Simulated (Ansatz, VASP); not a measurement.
## Te2Pb in VASP and in Ansatz

```
Pb Te
1.0
     2.11307    1.21998    6.23541
    -2.11307    1.21998    6.23541
     0.00000   -2.43997    6.23541
Pb Te
1 2
Direct
  0.00000 0.00000 0.00000
  0.22740 0.22740 0.22740
  0.77260 0.77260 0.77260
```

Alike in both runs: functional PBE; k mesh 10 × 10 × 10; occupations gaussian, width 0.05 eV; no spin polarisation.

Ansatz relaxed the structure, and its values are those at the end. VASP's run is a single point on that final structure, the one shown.

```csv
,VASP,Ansatz
version,VASP 6.6.1,Ansatz 0.2.0
potentials or method,"VASP PAW PBE potentials, release 64 (Pb_d, Te)","scalar-relativistic, plane waves, PAW"
plane-wave cutoff (eV),520,420
valence electrons in the cell,26,46
```

```tsv
	VASP	Ansatz	Ansatz less VASP
gap on the k mesh at the Fermi level (eV)	none	none	-
pressure (GPa)	2.1	2.2	+0.04
```

A gap of «none» marks a metal or a gap that the smearing closes. With one functional, cell and mesh, what is left measures potentials, basis and numerics. The two sets of potentials don't hold the same shells in valence.

The runs have no spin-orbit coupling, so splittings on Pb, Te are missing.
